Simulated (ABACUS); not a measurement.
## Hg under changes of volume

One of the cells (27.006 Å³/atom); the others are scaled copies at fixed shape and fractional positions:

```
Hg
1.0
    -1.87674    1.87674    1.91684
     1.87674   -1.87674    1.91684
     1.87674    1.87674   -1.91684
Hg
1
Direct
  0.50000 0.50000 0.00000
```

| Item | Value |
| --- | --- |
| Program | ABACUS 3.10.1 |
| Functional | PBE |
| Potentials or basis | PseudoDojo NC SR 0.4.1 PBE standard |
| Cutoff | 1361 eV |
| Density cutoff | 5442 eV |
| Basis | DZP LCAO (the cutoffs set its grid) |
| k mesh | 10 × 10 × 10 |
| Occupations | fermi-dirac, width 0.05 eV |
| Spin | no spin polarisation |

```tsv
volume (Å³/atom)	energy over the lowest point (meV/atom)	pressure (GPa)
25.385	30.08	2.9
25.925	21.46	2.3
26.465	14.32	1.9
27.006	8.49	1.4
27.546	4.30	1.0
28.086	?	?
28.626	0.00	0.4
```

Task: What does the run at 28.086 Å³/atom give?

Result: Energy over the lowest point 1.70 meV/atom; pressure 0.6 GPa.

Worked out: A Birch-Murnaghan fit of order 3 (a polynomial in V^(-2/3)) to the other rows has its minimum at 28.91 Å³/atom, just outside them, with B0 = V·E''(V) = 22 GPa (rough, since the energies scatter) at fixed shape and positions, which overstates the stiffness. It gives 1.43 meV/atom at 28.086 Å³/atom, against the run's 1.70, and -dE/dV = 0.6 GPa, against 0.6.

Energies are extrapolated to zero smearing.

Caveats: the atomic orbitals were generated for these runs and aren't a published set; the basis of atomic orbitals isn't converged, which shifts pressures, moduli and gaps.
